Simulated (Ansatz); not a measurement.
Wanted: the native input for an Ansatz 0.2.0 run.

```yaml
Task: single point
Functional: RPBE
Potentials_or_basis: Ansatz PAW
Cutoff: "420 eV (not typed: the program's choice for these potentials)"
k_mesh: 7 × 7 × 5
Occupations: gaussian, width 0.02 eV
Spin: no spin polarisation
```

N:

```
CELL_PARAMETERS angstrom
4.08406 0.00000 0.00000
0.00000 4.08406 0.00000
0.00000 0.00000 5.34591
ATOMIC_POSITIONS crystal
N 0.40428 0.59572 0.50000
N 0.59572 0.40428 0.50000
N 0.90428 0.90428 0.00000
N 0.09572 0.09572 0.00000
```

The cell isn't the ideal one: another cell of the same crystal, with 4 atoms.

One way to write it, as run:

input.yaml

```yaml
crystal:
  lattice:
    - [4.08406197, 0.0, 0.0]
    - [0.0, 4.08406197, 0.0]
    - [0.0, 0.0, 5.34591325]
  atoms:
    - { symbol: "N", position: [0.4042752, 0.5957248, 0.5] }
    - { symbol: "N", position: [0.5957248, 0.4042752, 0.5] }
    - { symbol: "N", position: [0.9042752, 0.9042752, 0.0] }
    - { symbol: "N", position: [0.0957248, 0.0957248, 0.0] }
hamiltonian:
  xc: rpbe
  pseudopotentials: { kind: paw }
kpoints:
  mp_grid: { grid: [7, 7, 5] }
scf:
  occupations: { method: gaussian, width: 0.02 }
output:
  forces: true
  stress: true
  eigenvalues: true
```

Potentials or basis: Ansatz PAW.

Launch:

```console
$ ansatz run input.yaml --threads 2 --pin off --max-ram 5632MiB --backend cpu --events-out ev --progress --plain --runs-dir out
```

It gave:

| Property | Result |
| --- | --- |
| Pressure | 1.1 GPa |
| Largest force | 0.102 eV/Å |
| Band gap on the k mesh | 7.03 eV, indirect (least direct gap 7.21 eV) |

Caveat: odd divisions of the mesh miss points on the zone boundary, where band edges often lie, so the gap on the mesh can be too wide; the pressure holds a Pulay correction of +0.4 GPa for the finite cutoff; the PAW data sets come from PBE, with cores solved anew for the run's functional, which leaves a small shift of forces and pressure.

It took 1 s on 2 threads of Arm Neoverse V1, with other jobs on the host, peak memory 0.32 GiB.
